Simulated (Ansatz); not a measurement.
A series in temperature on SiO₂

Results calculated with Ansatz 0.2.0, not measured. Harmonic vibrational free energy, entropy and heat capacity at constant volume, per atom, from the force constants of a q mesh, imaginary modes left out; plane waves with PAW datasets, Gamma-centred k mesh.

Structure of every row (space group P6_3mc, No. 186):
```
cell vectors (Å)
   2.6870     0.0000     0.0000
  -1.3435     2.3270     0.0000
   0.0000     0.0000     9.1715
atoms (fractions of the cell vectors)
Si  0.33333  0.66667  0.10111
Si  0.66667  0.33333  0.60111
O   0.00000  0.00000  0.20088
O   0.66667  0.33333  0.00129
O   0.00000  0.00000  0.70088
O   0.33333  0.66667  0.50129
```

Settings of every row: functional PBE; dispersion D3(BJ); spin none; wave cutoff 420 eV; k mesh 12x12x4; occupations fixed; smearing width 0 eV; pressure 0 GPa; phonon method linear response; q mesh 3x3x1.

Limits: coarse q mesh; phonon interpolation lacks quadrupole term; the cell comes from a prototype or a list of computed structures and needn't be the stable phase.

```csv
row,temperature (K),phonon entropy (kB/atom),phonon heat capacity (kB/atom),phonon free energy (meV/atom)
1,200,0.6,1.077,98.4
2,300,?,?,?
3,400,1.735,2.159,78.2
4,500,2.246,2.411,61
5,600,2.701,2.569,39.7
6,700,3.105,2.673,14.6
7,800,3.467,2.744,-13.7
8,900,3.793,2.795,-45
9,1000,4.09,2.832,-79
```

Question: what phonon entropy and phonon heat capacity should row 2 give?

Worked fit of phonon entropy. Entropy rises as the heat capacity times the change of ln T, so take t = ln(T / 300 K). The shown rows have t = -0.4055, 0.2877, 0.5108, 0.6931, 0.8473, 0.9808, 1.0986, 1.204. Least squares give phonon entropy = 1.2133 + 1.75024 × t + 0.54467 × t² kB/atom; a straight line predicts inner rows, each left out in turn, worse (root mean square 0.14 against 0.021 kB/atom). The rows lie off it by 0.007, -0.027, -0.003, 0.013, 0.018, 0.013, 0.000, -0.020 (root mean square 0.015 kB/atom), a smooth pattern that one more power would take up: the form is only approximate. The slope at t = 0, 1.75 kB/atom, estimates the heat capacity at 300 K. The withheld row has t = 0, so the fit gives 1.2133 + 1.75024 × (0) + 0.54467 × (0)² = 1.213 kB/atom.

The calculation gave 1.172 kB/atom. The fit lies 0.041 kB/atom (3.5 % of the value, 1.2 % of the column's range) above it; its largest miss of a shown row is 0.027 kB/atom.

Worked fit of phonon heat capacity. At high temperature a harmonic heat capacity falls short of its limit by a term in 1/T², so take t = (100 K / T)². The shown rows have t = 0.25, 0.0625, 0.04, 0.02778, 0.02041, 0.01562, 0.01235, 0.01. Least squares give phonon heat capacity = 2.9714 − 15.0031 × t + 29.707 × t² kB/atom; a straight line predicts inner rows, each left out in turn, worse (root mean square 0.12 against 0.014 kB/atom). The rows lie off it by 0.000, 0.009, -0.008, -0.009, -0.005, 0.000, 0.004, 0.008 (root mean square 0.0064 kB/atom), a smooth pattern that one more power would take up: the form is only approximate. The constant, 2.9714 kB/atom, is to be held against the harmonic limit of 3 k_B an atom. The withheld row has t = 0.11111, so the fit gives 2.9714 − 15.0031 × (0.11111) + 29.707 × (0.11111)² = 1.671 kB/atom.

The calculation gave 1.742 kB/atom. The fit lies 0.071 kB/atom (4.1 % of the value, 4 % of the column's range) below it; its largest miss of a shown row is 0.009 kB/atom.

The other values of row 2: phonon free energy 90.8 meV/atom.
